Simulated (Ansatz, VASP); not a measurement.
# C in VASP and in Ansatz

File INCAR:

```
SYSTEM = C
PREC = Accurate
ENCUT = 520
EDIFF = 1E-7
ISMEAR = 0
SIGMA = 0.01
LREAL = .FALSE.
LASPH = .TRUE.
NELM = 100
ALGO = Normal
ISIF = 2
LWAVE = .FALSE.
LCHARG = .FALSE.
GGA = PS
NBANDS = 11
```

The input KPOINTS:

```
regular mesh
0
G
  12 12 12
  0 0 0
```

File POSCAR:

```
C
1.0
    1.8124417993      1.8124417993      0.0000000000
   -1.8124417993      1.8124417993      0.0000000000
    0.0000000000      1.8124417993      1.7677828137
C
2
Direct
    0.5000000000      0.5000000000      0.0000000000
    0.7500000000      0.2500000000      0.5000000000
```

Input for Ansatz:

```yaml
crystal:
  lattice:
    - [1.81244179934, 1.81244179934, 0.0]
    - [-1.81244179934, 1.81244179934, 0.0]
    - [0.0, 1.81244179934, 1.76778281367]
  atoms:
    - { symbol: C, position: [0.5, 0.5, 0.0] }
    - { symbol: C, position: [0.75, 0.25, 0.5] }
kpoints:
  mp_grid: { grid: [12, 12, 12] }
scf:
  occupations: { method: fixed }
  convergence: { dr2_threshold: 1.0e-10 }
hamiltonian:
  xc: pbesol
  pseudopotentials: { kind: all_electron, lapw: { basis_error: 0.0005 } }
output:
  forces: true
  stress: true
  eigenstates:
    kpoints:
      - [0.0, 0.0, 0.0]
      - [0.367781451, -0.36778145, 0.0]
      - [0.367781451, 0.36778145, 0.36778145]
      - [0.0, 1.0e-09, 0.367781451]
      - [-0.5, -0.5, -0.5]
      - [-0.5, 0.5, 0.0]
      - [0.0, 0.0, -0.5]
      - [0.0, -0.5, -0.5]
      - [0.0, 0.5, 0.0]
      - [-0.5, 0.0, 0.0]
      - [-0.5, 0.0, -0.5]
  eigenvalues: true
```

Change from the starting cell: film at in-plane strain +0.02.

Alike in both runs: task single point; functional PBEsol; k mesh 12 × 12 × 12; no spin polarisation.

|  | VASP | Ansatz |
| --- | --- | --- |
| version | VASP 6.6.1 | Ansatz 0.2.0 |
| potentials or method | VASP PAW PBE potentials, release 64 (C) | all-electron LAPW, scalar-relativistic |
| plane-wave cutoff (eV) | 520 | see its input |
| occupations | gaussian, width 0.01 eV | fixed |

```csv
,VASP,Ansatz,Ansatz less VASP
gap on the k mesh at the Fermi level (eV),3.37,3.37,+0.005
pressure (GPa),-13.6,-14.5,-0.92
largest component of the traceless stress (GPa),14.52,14.54,+0.023
```

Ansatz ran all-electron here, so the differences hold the error of VASP's frozen core and of both bases.

Caveats: the PAW data sets were made with another functional, which shifts forces and pressure a little (VASP).
